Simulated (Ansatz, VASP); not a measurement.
**Mg: VASP beside Ansatz**

```
Mg
1.0
     3.20930    0.00000    0.00000
    -1.60465    2.77934    0.00000
     0.00000    0.00000    5.21030
Mg
2
Direct
  0.66667 0.33333 0.75000
  0.33333 0.66667 0.25000
```

Alike in both runs: task single point; functional PBE; k mesh 7 × 7 × 4; occupations fermi-dirac, width 0.04 eV; no spin polarisation.

|  | VASP | Ansatz |
| --- | --- | --- |
| version | VASP 6.6.1 | Ansatz 0.2.0 |
| potentials or method | VASP PAW PBE potentials, release 64 (Mg), cutoff 520 eV | all-electron LAPW, scalar-relativistic |

|  | VASP | Ansatz | Ansatz less VASP |
| --- | --- | --- | --- |
| gap on the k mesh at the Fermi level (eV) | none | none | - |
| pressure (GPa) | -0.4 | -0.3 | +0.11 |
| largest component of the traceless stress (GPa) | 1.90 | 1.89 | -0.005 |

A gap of «none» marks a metal or a gap that the smearing closes. Ansatz ran all-electron here, so the differences hold the error of VASP's frozen core and of both bases.

Caveats: the k mesh is thin for a metal, which can move the energy by tens of meV per atom (Ansatz).
